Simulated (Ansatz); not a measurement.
**Sn: strain and displacement**

```yaml
crystal:
  lattice:
    - [0.00000, 3.24560, 3.24560]
    - [3.24560, 0.00000, 3.24560]
    - [3.24560, 3.24560, 0.00000]
  atoms:
    - { symbol: Sn, position: [0.50000, 0.50000, 0.50000] }
    - { symbol: Sn, position: [0.75000, 0.75000, 0.75000] }
```

Atoms are numbered in the order listed.

Conventional cell: a = 6.491 Å, b = 6.491 Å, c = 6.491 Å, α = 90.00°, β = 90.00°, γ = 90.00°. Sn (atom 1) is surrounded by 4 Sn at 2.81 Å.

The cell is COD entry 9008568, as deposited and not checked against the literature; nothing was relaxed.

No spin–orbit coupling, which matters for the heavy atoms here.

Computed with DFT, PBE, all-electron LAPW, scalar-relativistic in Ansatz 0.2.0.

Numerical set-up: a Γ-centred 9×9×9 k mesh, Fermi–Dirac smearing of 0.03 eV, basis error target 0.25 meV/atom, no spin polarisation.

The unchanged cell is at 3.19 GPa.

In a metal, stresses and small energies carry noise from the k mesh.

x, y and z are the Cartesian axes of the cell as listed; fractional coordinates follow a strain, and an engineering shear is twice the off-diagonal strain component.

Task: One change gave: energy change +17 meV/atom; stress change (xx, yy, zz, yz, xz, xy) 0.22, 0.22, 0.22, 1.73, 1.73, 1.73 GPa, compression positive; change of the force on Sn1 (-0.339, -0.339, -0.339) eV/Å. Which change was it?
A. equal xy, yz and zx engineering shear strains of -2 %
B. equal xy, yz and zx engineering shear strains of -3 %
C. equal xy, yz and zx engineering shear strains of +1 %
D. equal xy, yz and zx engineering shear strains of +3 %
E. equal xy, yz and zx engineering shear strains of +2 %
F. equal xy, yz and zx engineering shear strains of -1 %

Result: B. For equal xy, yz and zx engineering shear strains of -1 %: energy change +2 meV/atom; stress change (xx, yy, zz, yz, xz, xy) 0.02, 0.02, 0.02, 0.54, 0.54, 0.54 GPa, compression positive; change of the force on Sn1 (-0.105, -0.105, -0.105) eV/Å. For equal xy, yz and zx engineering shear strains of +2 %: energy change +7 meV/atom; stress change (xx, yy, zz, yz, xz, xy) 0.10, 0.10, 0.10, -1.02, -1.02, -1.02 GPa, compression positive; change of the force on Sn1 (0.178, 0.178, 0.178) eV/Å. For equal xy, yz and zx engineering shear strains of -2 %: energy change +7 meV/atom; stress change (xx, yy, zz, yz, xz, xy) 0.09, 0.09, 0.09, 1.12, 1.12, 1.12 GPa, compression positive; change of the force on Sn2 (0.216, 0.216, 0.216) eV/Å. For equal xy, yz and zx engineering shear strains of +1 %: energy change +2 meV/atom; stress change (xx, yy, zz, yz, xz, xy) 0.02, 0.02, 0.02, -0.52, -0.52, -0.52 GPa, compression positive; change of the force on Sn1 (0.093, 0.093, 0.093) eV/Å. For equal xy, yz and zx engineering shear strains of +3 %: energy change +15 meV/atom; stress change (xx, yy, zz, yz, xz, xy) 0.22, 0.22, 0.22, -1.50, -1.50, -1.50 GPa, compression positive; change of the force on Sn2 (-0.256, -0.256, -0.256) eV/Å.
